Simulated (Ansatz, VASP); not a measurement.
**Two plane-wave programs on CoO**

POSCAR

```
CoO
1.0
    0.0000000000      2.1315000000      2.1315000000
    2.1315000000      0.0000000000      2.1315000000
    2.1315000000      2.1315000000      0.0000000000
Co O
1 1
Direct
    0.0000000000      0.0000000000      0.0000000000
    0.5000000000      0.5000000000      0.5000000000
```

The input INCAR.step1:

```
SYSTEM = CoO
  PREC = Accurate
  ENCUT = 600
  ISMEAR = -1
  SIGMA = 0.05
  LREAL = .False.
  LASPH = .True.
  NELM = 150
  ISPIN = 2
  MAGMOM = 2 0
  LMAXMIX = 4
  GGA = PE
  ALGO = Normal
  EDIFF = 1E-4
  LWAVE = .True.
  LCHARG = .False.
```

Contents of INCAR.step2:

```
SYSTEM = CoO
  PREC = Accurate
  ENCUT = 600
  EDIFF = 1E-6
  ISMEAR = -1
  SIGMA = 0.05
  LREAL = .False.
  LASPH = .True.
  NELM = 150
  ALGO = Normal
  ISIF = 3
  LWAVE = .False.
  LCHARG = .False.
  ISPIN = 2
  MAGMOM = 2 0
  LORBIT = 11
  LMAXMIX = 4
  METAGGA = R2SCAN
  LMIXTAU = .True.
  IVDW = 13
  VDW_S6 = 1.0
  VDW_S8 = 0.6018749
  VDW_A1 = 0.51559235
  VDW_A2 = 5.77342911
  IBRION = 2
  NSW = 60
  EDIFFG = -0.01
  ISTART = 1
```

KPOINTS

```
regular mesh
0
Gamma
  11 11 11
  0 0 0
```

File input.yaml:

```yaml
crystal:
  lattice:
    - [0.0, 2.1315, 2.1315]
    - [2.1315, 0.0, 2.1315]
    - [2.1315, 2.1315, 0.0]
  atoms:
    - { symbol: Co, position: [0.0, 0.0, 0.0], spin: 2.0 }
    - { symbol: O, position: [0.5, 0.5, 0.5] }
hamiltonian:
  xc: r2scan
  pseudopotentials: { kind: paw }
  dispersion: d4
magnetization:
  spin_polarized: true
kpoints:
  mp_grid: { grid: [11, 11, 11] }
scf:
  occupations: { method: fermi_dirac, width: 0.05 }
output:
  forces: true
  stress: true
  write_density: true
  write_potential: true
  elf: true
  volumetric_format: npy
relax:
  f_tol: 0.01
  max_steps: 40
  cell: { stress_tol: 0.05 }
```

Alike in both runs: task relaxation of cell and atoms; functional r2SCAN; dispersion D4; k mesh 11 × 11 × 11; occupations fermi-dirac, width 0.05 eV; collinear spin.

```csv
,VASP,Ansatz
version,VASP 6.6.1,Ansatz 0.2.0
potentials or method,"VASP PAW PBE potentials, release 64 (Co, O)",Ansatz PAW
plane-wave cutoff (eV),600,500
valence electrons in the cell,15,23
```

|  | VASP | Ansatz | Ansatz less VASP |
| --- | --- | --- | --- |
| gap on the k mesh at the Fermi level, each at its own relaxed structure (eV) | none | none | - |
| net moment per atom (μB) | 1.50 | 1.50 | 0.000 |
| size of the moment on the site where the two differ most (μB) | 2.69 | 2.60 | -0.087 |
| relaxed volume (Å³/atom) | 9.27 | 9.29 | +0.018 |
| relaxed cell length with the largest relative difference (Å) | 2.971 | 2.973 | +0.0020 |
| energy change over the relaxation (meV/atom) | -12 | -11 | +1.1 |

Site moments also hang on the region over which each program counts them. A gap of «none» marks a metal or a gap that the smearing closes. The two sets of potentials don't hold the same shells in valence.

Caveats: a cell with one magnetic atom can't hold antiferromagnetic order, which such compounds often take; semilocal functionals often make such compounds metallic where correlation or magnetic order opens a gap, which also shifts bond lengths; pairwise dispersion overbinds metals, which lowers pressure and volume; the PAW data sets were made with another functional, which shifts forces and pressure a little (VASP); the magnetic or orbital state may not be the lowest (Ansatz); the plane-wave basis is chosen anew once the cell has moved, so the energies of steps on either side of that aren't comparable (Ansatz); the PAW data sets come from PBE, with cores solved anew for the run's functional, which leaves a small shift of forces and pressure (Ansatz).
